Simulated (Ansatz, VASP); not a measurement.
AlGaN2: VASP beside Ansatz

```
Al Ga N
1.0
     3.11529    0.00000    0.00000
     0.00000    3.11529    0.00000
     0.00000    0.00000    4.49394
Al Ga N
1 1 2
Direct
  0.50000 0.50000 0.50000
  0.00000 0.00000 0.00000
  0.50000 0.00000 0.74005
  0.00000 0.50000 0.25995
```

Change from the starting cell: strain +0.000 along x and y, +0.025 along z, atoms carried along.

Alike in both runs: task single point; functional LDA; k mesh 8 × 8 × 6; occupations gaussian, width 0.05 eV; no spin polarisation.

```csv
,VASP,Ansatz
version,VASP 6.6.1,Ansatz 0.2.0
potentials or method,"VASP PAW LDA potentials, release 64 (Al, Ga_d, N)","scalar-relativistic, plane waves, PAW"
plane-wave cutoff (eV),520,420
valence electrons in the cell,26,26
```

Ansatz gave:

```
gap on the k mesh at the Fermi level (eV)       : 2.83
least direct gap on the mesh (eV)               : 2.83
pressure (GPa)                                  : -4.9
largest component of the traceless stress (GPa) : 2.30
rms of the force components (eV/Å)              : 0.018
```

Q: What did VASP give for the same quantities?

A: gap on the k mesh at the Fermi level (eV): 2.84; least direct gap on the mesh (eV): 2.84; pressure (GPa): -4.1; largest component of the traceless stress (GPa): 2.27; rms of the force components (eV/Å): 0.006.

Atom by atom the forces differ by 0.012 eV/Å (rms over components).

A k mesh can miss the band edges.
